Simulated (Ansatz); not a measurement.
# InAs: strain energy, fitted

InAs, F-43m, a = 6.087 Å. Ansatz: PBEsol, PAW, 420 eV, Γ-centred 12×12×10 mesh on 4 atoms, Gaussian smearing 0.10 eV; no spin polarisation. Series: strain along c alone, the other axes held, atoms fixed by symmetry; x is the strain in per cent. The axes a, b, c are those of the computed cell (4.304, 4.304, 6.087 Å), along [1 1 0], [-1 1 0], [0 0 1] of the cell named above. y is the free energy over the unstrained cell, V0 = 28.194 Å³/atom.

```tsv
x (%)	y (meV/atom)
-3.0	?
-2.0	2.78
-1.0	0.68
0.0	0.00
1.0	0.70
2.0	2.76
3.0	6.13
```

Question: Fit y = c2 x² + c3 x³ to the other rows, turn c2 into a modulus, and predict the missing energy.

Answer: Least squares on the rows shown. y = 0.6902 x² − 0.002743 x³. In eV per unit strain² c2 is 6.902; this is C33 with relaxed ions (E = ½ C33 V0 ε²): 2 × 6.902 × 160.2 / (28.194) = 78 GPa. At x = -3.0 the fit asked for gives 6.29 meV/atom. The run gave 6.33 meV/atom, so the fit is 0.04 meV/atom too low, a small miss on the scale of the series.